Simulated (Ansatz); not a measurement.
Calculated with Ansatz: BaS, relaxation

Input:

```yaml
crystal:
  lattice:
    - [-3.224635, 6.270828, 2.992202]
    - [3.172545, -0.055914, 3.05194]
    - [3.100463, 3.065244, 0.016168]
  atoms:
    - { symbol: Ba, position: [0.048016, 0.102124, 0.968997] }
    - { symbol: Ba, position: [0.479322, 0.450682, 0.090348] }
    - { symbol: S, position: [0.266655, 0.788164, 0.47197] }
    - { symbol: S, position: [0.731953, 0.300214, 0.483586] }
kpoints:
  mp_grid: { grid: [3, 5, 5], shift: [0.5, 0.0, 0.5] }
magnetization:
  spin_polarized: false
scf:
  occupations: { method: gaussian, width: 0.0313 }
  lower_state_search: "off"
hamiltonian:
  pseudopotentials: { kind: paw }
  xc: pbe
basis:
  ecutwfc: 420
  fft_grid_basis: typed
relax:
  max_steps: 80
  cell: { p_target: 20.0 }
output:
  forces: true
  stress: true
  eigenvalues: true
  bader: true
  populations: true
  elf: true
  write_potential: true
  volumetric_format: npy
  dos:
    e_range: [-12, 8]
    de: 0.05
    projected: { site_lists: { Ba: [Ba], S: [S] } }
checkpoint:
  read: saved_state
```

The command:

```bash
ansatz run input.yaml --threads 2 --pin off --max-ram 4096MiB --backend cpu --events-out ev --progress --plain --runs-dir out
```

Origin of the cell: a strained cell with displaced atoms, so it need not be a known compound.

The saved state is a converged single point of the same cell.

Steps («new basis» is an SCF on plane waves selected anew at the same cell):

```
step  ΔH (meV/atom)  max force component (eV/Å)  P (GPa)  volume (Å³)  SCF iterations   step was
   1            0.0                       3.232     9.73       118.80               4   accepted
   2         -396.5                       1.288    12.27       110.98               6   accepted
   3         -506.1                       0.641    15.66       105.86               6   accepted
   4         -544.4                       0.165    21.01       100.67               6   accepted
   5         -551.0                       0.020    19.96       101.88               5   accepted
   6         -551.1                       0.000    20.00       101.84               4   accepted
   7         -551.0                       0.000    20.00       101.84               5  new basis
```

Before:

Space group P1 (No. 1); the run's cell has a = 7.660 Å, b = 4.403 Å, c = 4.360 Å, α = 59.60°, β = 73.88°, γ = 92.46°. Shortest distances: Ba–S 2.67 Å.

After:

Space group Fm-3m (No. 225); the run's cell has a = 7.211 Å, b = 4.161 Å, c = 4.157 Å, α = 60.01°, β = 73.24°, γ = 90.05°. Shortest distances: Ba–S 2.94 Å.

```xyz
4
Lattice="-2.9467 5.8868 2.9423 2.9425 -0.0023 2.9425 2.9392 2.9391 0.0011" Properties=species:S:1:pos:R:3 pbc="T T T"
Ba    3.0349    2.9881    0.1241
Ba    0.0936    2.9913    3.0653
S     3.0355    2.9886    3.0660
S     0.0909    5.9331    3.0659
```

| Property | Result |
| --- | --- |
| Enthalpy lowered by | 551.0 meV/atom |
| Volume change | -14.27 % |
| Final pressure | 20.00 GPa |
| Relaxation steps listed | 7 |
| Gap on the mesh | 1.82 eV |

Time: 89 s of wall time on 2 CPU thread(s) of a shared host, from a saved density.
